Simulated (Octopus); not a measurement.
Runs of Octopus 16.4 on ZrC. The structure is cubic, space group Fm-3m (No. 225). Conventional cell: a = 4.730 Å, b = 4.730 Å, c = 4.730 Å, α = 90.00°, β = 90.00°, γ = 90.00°. Zr (site symmetry m-3m) has 6 C at 2.37 Å as nearest neighbours. Around C (site symmetry m-3m) lie 6 Zr at 2.37 Å. 

```tsv
task	level	potentials or basis	grid spacing	gap on the mesh (eV)	V0 of scaled cells (Å³/atom)	B0 (GPa)
equation of state	PBEsol	pseudodojo_pbesol (PseudoDojo 0.4, PBEsol)	-	-	12.74	(a)
single point	PBE	pseudodojo_pbe (PseudoDojo 0.5, PBE)	0.134 Å	none	-	-
equation of state	PBE	pseudodojo_pbe (PseudoDojo 0.5, PBE)	-	-	13.07	218
single point	PBEsol	pseudodojo_pbesol (PseudoDojo 0.4, PBEsol)	0.134 Å	none	-	-
```

Alike in all rows: no spin polarisation; cell as given; k mesh 10 × 10 × 10; smearing fermi-dirac 0.05 eV.

Question: Fill in the values left out.

Answer: (a) 226.

Caveats: the number of grid points is fixed, so the spacing changes with the cell, which shifts volumes and moduli (some runs).

A k mesh can miss the band edges, and the runs leave out spin-orbit coupling on Zr.

A gap of «none» marks a metal or a gap under the smearing width.

Not every run made on this cell is shown here.
